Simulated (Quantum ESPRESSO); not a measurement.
TaS2:

```
CELL_PARAMETERS angstrom
3.35000 0.00000 0.00000
-1.67500 2.90119 0.00000
0.00000 0.00000 5.86000
ATOMIC_POSITIONS crystal
Ta 0.00000 0.00000 0.00000
S 0.66667 0.33333 0.75000
S 0.33333 0.66667 0.25000
```

Base run:

| Quantity | Value |
| --- | --- |
| Program | Quantum ESPRESSO 7.5 |
| Functional | PBEsol |
| Potentials or basis | PseudoDojo 0.4.1 SR PBEsol standard |
| Cutoff | 789 eV |
| Density cutoff | 3157 eV |
| k mesh | 9 × 9 × 5 |
| Occupations | fermi-dirac, width 0.05 eV |
| Spin | no spin polarisation |

Its results: band gap on the k mesh none (metal or under the smearing width); pressure 4.3 GPa; largest force 0.973 eV/Å.

Q: The run is repeated on the same cell with these changes: functional from PBEsol to LDA; potentials or basis from PseudoDojo 0.4.1 SR PBEsol standard to PseudoDojo 0.4.1 SR LDA standard. What comes out?

A: Band gap on the k mesh none (metal or under the smearing width); pressure 0.8 GPa; largest force 0.706 eV/Å.

Caveats: spin-orbit coupling is left out, which moves the levels of the heavy elements; this functional lacks dispersion, which binds the layers, so the pressure and a relaxed spacing across them are unreliable (some runs).
